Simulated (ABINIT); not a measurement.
# Au (P6_3/mmc) in ABINIT: convergence with boxcutmin

Aim: find how far boxcutmin must go before the results for Au settle, at PBEsol. This setting moves, with any that are tied to it; all else stays.

Program: ABINIT 10.8.3 (patched build). These are calculated values, not measurements. Logs are shortened: lines on timing, memory, paths and dates and some standing lists are left out, and cuts for length are marked. The log counts tension as positive stress, the text compression.

### 1 The crystal as given

The structure is hexagonal, space group P6_3/mmc (No. 194). Conventional cell: a = 2.900 Å, b = 2.900 Å, c = 4.880 Å, α = 90.00°, β = 90.00°, γ = 120.00°. Around Au (site symmetry -6m2) lie 12 Au at 2.90 to 2.96 Å.

This isn't the form of Au at room conditions, which is fcc.

### 2 With boxcutmin 1.3

Input file run.abi:

```
# Pseudopotentials
pp_dirpath "./"
pseudos "Au.upf"

# Structure
acell 3*1.0
rprim
     5.4802057614     0.0000000000     0.0000000000
    -2.7401028807     4.7459974074     0.0000000000
     0.0000000000     0.0000000000     9.2218634882
ntypat 1
znucl 79
natom 2
typat 1 1
xred
     0.6666666667     0.3333333333     0.2500000000
     0.3333333333     0.6666666667     0.7500000000

# Plane-wave basis
ecut 1034.032677 eV

# k points
kptopt 1
ngkpt 11 11 6
nshiftk 1
shiftk 0.0 0.0 0.0

# Exchange and correlation
ixc -116133

# Bands and occupations
nband 23
occopt 6
tsmear 0.1 eV

# SCF cycle
nstep 100
tolvrs 1.0e-10
boxcutmin 1.3

# Output
iomode 3
prtwf 0
prtden 0
prteig 0
prtebands 0
enunit 2
```

Potentials or basis: PseudoDojo NC SR PBEsol v0.4.1 standard.

Launch:

```bash
abinit run.abi > log 2>&1
```

run.abo:

```text
.Version 10.8.3 of ABINIT
 Symmetries : space group P6_3/m m c (#194); Bravais hP (primitive hexag.)
================================================================================
 Values of the parameters that define the memory need of the present run
     intxc =       0    ionmov =       0      iscf =       7    lmnmax =       7
     lnmax =       7     mgfft =      36  mpssoang =       4    mqgrid =    3001
     natom =       2  nloc_mem =       1    nspden =       1   nspinor =       1
    nsppol =       1      nsym =      24    n1xccc =    2501    ntypat =       1
    occopt =       6   xclevel =       2
       mpw =        2708          nfft =       14400          nkpt =          64
================================================================================
================================================================================

--------------------------------------------------------------------------------
------------- Echo of variables that govern the present computation ------------
--------------------------------------------------------------------------------
 -outvars: echo values of preprocessed input variables --------
            acell      1.0000000000E+00  1.0000000000E+00  1.0000000000E+00 Bohr
              amu      1.96966540E+02
        boxcutmin      1.30000000E+00
             ecut      3.80000000E+01 Hartree
           enunit           2
                       outvar_i_n : Printing only first  50 k-points.
              ixc     -116133
                       outvar_i_n : Printing only first  50 k-points.
         kptrlatt       11    0    0      0   11    0      0    0    6
          kptrlen      5.53311809E+01
            natom           2
            nband          23
            ngfft          20      20      36
             nkpt          64
            nstep         100
             nsym          24
[... 157 lines left out ...]
   2.00000    2.00000    2.00000    2.00000    2.00000    2.00000    2.00000    2.00000
   2.00000    2.00000    2.00000    2.00000    0.00000    0.00000    0.00000
 prteigrs : prtvol=0 or 1, do not print more k-points.

 Fermi (or HOMO) energy (eV) =  12.00467   Average Vxc (eV)= -13.56111
 Eigenvalues (   eV  ) for nkpt=  64  k points:
 kpt#   1, nband= 23, wtk=  0.00138, kpt=  0.0000  0.0000  0.0000 (reduced coord)
 -93.45404  -93.44611  -44.83650  -44.68828  -44.68828  -44.67022  -44.66484  -44.66483
   2.54806    4.99061    7.41052    7.69648    7.69650    7.98601    7.98603    8.65114
   8.65114    9.92393    9.92393   10.99548   14.48024   26.57006   27.59383
 prteigrs : prtvol=0 or 1, do not print more k-points.

--- !EnergyTerms
iteration_state     : {dtset: 1, }
comment             : Components of total free energy in Hartree
kinetic             :  8.49792351534023E+01
hartree             :  5.36495650224573E+01
xc                  : -5.02274527947264E+01
Ewald energy        : -2.11401294701403E+02
psp_core            :  1.02090767724587E+01
local_psp           : -1.86836145667890E+02
non_local_psp       :  4.78427805378292E+00
internal            : -2.94842738161919E+02
'-kT*entropy'       : -4.97093790084093E-05
total_energy        : -2.94842787871298E+02
total_energy_eV     : -8.02308098260772E+03
band_energy         : -2.69950500430345E+01
...

 Cartesian components of stress tensor (hartree/bohr^3)
  sigma(1 1)=  2.21175042E-04  sigma(3 2)=  0.00000000E+00
  sigma(2 2)=  2.21175041E-04  sigma(3 1)=  0.00000000E+00
  sigma(3 3)=  2.43360713E-04  sigma(2 1)=  0.00000000E+00

-Cartesian components of stress tensor (GPa)         [Pressure= -6.7248E+00 GPa]
- sigma(1 1)=  6.50719440E+00  sigma(3 2)=  0.00000000E+00
- sigma(2 2)=  6.50719437E+00  sigma(3 1)=  0.00000000E+00
- sigma(3 3)=  7.15991936E+00  sigma(2 1)=  0.00000000E+00

== END DATASET(S) ==============================================================
================================================================================

 -outvars: echo values of variables after computation  --------
            acell      1.0000000000E+00  1.0000000000E+00  1.0000000000E+00 Bohr
           etotal     -2.9484278787E+02
            fcart      2.5156616636E-26  1.4524179386E-26 -0.0000000000E+00
                      -2.5156616636E-26 -1.4524179386E-26 -0.0000000000E+00
            rprim      5.4802057614E+00  0.0000000000E+00  0.0000000000E+00
                      -2.7401028807E+00  4.7459974074E+00  0.0000000000E+00
                       0.0000000000E+00  0.0000000000E+00  9.2218634882E+00
           strten      2.2117504216E-04  2.2117504104E-04  2.4336071255E-04
                       0.0000000000E+00  0.0000000000E+00  0.0000000000E+00
           xangst      1.4499999990E+00  8.3715788977E-01  1.2199999992E+00
                      -2.3122622457E-17  1.6743157795E+00  3.6599999975E+00
             xred      6.6666666667E-01  3.3333333333E-01  2.5000000000E-01
                       3.3333333333E-01  6.6666666667E-01  7.5000000000E-01
 Calculation completed.
```

It took 63 s on 1 thread of Arm Neoverse V2, shared host; peak memory 0.11 GiB.

Results:

- Free energy: -8023.0810 eV
- Pressure: -6.7 GPa
- Band gap on the k mesh: none (metal or under the smearing width)
- Valence electrons inside the program's atomic spheres: Au 15.58 (radii [1.0584] Å)

### 3 With boxcutmin 1.5

Edit run.abi of step 2 so:

```diff
@@ -38,3 +38,3 @@
 tolvrs 1.0e-10
-boxcutmin 1.3
+boxcutmin 1.5
```

Potentials or basis: PseudoDojo NC SR PBEsol v0.4.1 standard.

Launch:

```bash
abinit run.abi > log 2>&1
```

Wall time 72 s (1 thread of Arm Neoverse V2, shared host); peak memory 0.11 GiB.

Results (log left out):

```yaml
Free_energy: -8023.0803 eV
Pressure: -6.8 GPa
Band_gap_on_the_k_mesh: none (metal or under the smearing width)
Valence_electrons_inside_the_program's_atomic_spheres: Au 15.53 (radii [1.0584] Å)
```

### 4 With boxcutmin 1.7

Edit run.abi of step 3 so:

```diff
@@ -38,3 +38,3 @@
 tolvrs 1.0e-10
-boxcutmin 1.5
+boxcutmin 1.7
```

Launch:

```bash
abinit run.abi > log 2>&1
```

It took 71 s on 1 thread of Arm Neoverse V2, shared host; peak memory 0.11 GiB.

Results (log left out):

| Property | Result |
| --- | --- |
| Free energy | -8023.0804 eV |
| Pressure | -6.8 GPa |
| Band gap on the k mesh | none (metal or under the smearing width) |
| Valence electrons inside the program's atomic spheres | Au 15.57 (radii [1.0584] Å) |

### 5 With boxcutmin 1.85

Edit run.abi of step 4 so:

```diff
@@ -38,3 +38,3 @@
 tolvrs 1.0e-10
-boxcutmin 1.7
+boxcutmin 1.85
```

Launch:

```bash
abinit run.abi > log 2>&1
```

It took 90 s on 1 thread of Arm Neoverse V2, shared host; peak memory 0.12 GiB.

Results (log left out):

| Quantity | Value |
| --- | --- |
| Free energy | -8023.0803 eV |
| Pressure | -6.8 GPa |
| Band gap on the k mesh | none (metal or under the smearing width) |
| Valence electrons inside the program's atomic spheres | Au 15.58 (radii [1.0584] Å) |

### 6 With boxcutmin 2

Edit run.abi of step 5 so:

```diff
@@ -38,3 +38,3 @@
 tolvrs 1.0e-10
-boxcutmin 1.85
+boxcutmin 2.0
```

Potentials or basis: PseudoDojo NC SR PBEsol v0.4.1 standard.

Launch:

```bash
abinit run.abi > log 2>&1
```

Run time: 99 s. Hardware: 1 thread of Arm Neoverse V2, shared host; peak memory 0.12 GiB.

It converged, with:

```
Free energy                                           : -8023.0803 eV
Pressure                                              : -6.8 GPa
Band gap on the k mesh                                : none (metal or under the smearing width)
Valence electrons inside the program's atomic spheres : Au 15.56 (radii [1.0584] Å)
```

### 7 With boxcutmin 2.3

Edit run.abi of step 6 so:

```diff
@@ -38,3 +38,3 @@
 tolvrs 1.0e-10
-boxcutmin 2.0
+boxcutmin 2.3
```

Launch:

```bash
abinit run.abi > log 2>&1
```

It took 1.9 min on 1 thread of Arm Neoverse V2, shared host; peak memory 0.13 GiB.

The run converged. Its results:

```yaml
Free_energy: -8023.0803 eV
Pressure: -6.8 GPa
Band_gap_on_the_k_mesh: none (metal or under the smearing width)
Valence_electrons_inside_the_program's_atomic_spheres: Au 15.54 (radii [1.0584] Å)
```

### 8 With boxcutmin 2.7

Edit run.abi of step 7 so:

```diff
@@ -38,3 +38,3 @@
 tolvrs 1.0e-10
-boxcutmin 2.3
+boxcutmin 2.7
```

Launch:

```bash
abinit run.abi > log 2>&1
```

It took 2.8 min on 1 thread of Arm Neoverse V2, shared host; peak memory 0.16 GiB.

It converged, with:

| Property | Result |
| --- | --- |
| Free energy | -8023.0803 eV |
| Pressure | -6.8 GPa |
| Band gap on the k mesh | none (metal or under the smearing width) |
| Valence electrons inside the program's atomic spheres | Au 15.56 (radii [1.0584] Å) |

### 9 The series at a glance

| boxcutmin | energy less the tightest run (meV/atom) | pressure (GPa) | SCF cycles | CPU time (s) | peak memory (GiB) |
| --- | --- | --- | --- | --- | --- |
| 1.3 | -0.32 | -6.72 | 8 | 63 | 0.11 |
| 1.5 | 0.00 | -6.80 | 8 | 72 | 0.11 |
| 1.7 | 0.00 | -6.80 | 8 | 71 | 0.11 |
| 1.85 | 0.00 | -6.80 | 8 | 90 | 0.12 |
| 2 | 0.00 | -6.80 | 8 | 99 | 0.12 |
| 2.3 | 0.00 | -6.80 | 8 | 120 | 0.13 |
| 2.7 | 0.00 | -6.80 | 8 | 170 | 0.16 |

Against the tightest run, the energy stays within 1 meV/atom from 1.3 on; the pressure stays within 0.1 GPa from 1.3 on. The tightest run that finished is the yardstick and may itself not be fully converged.
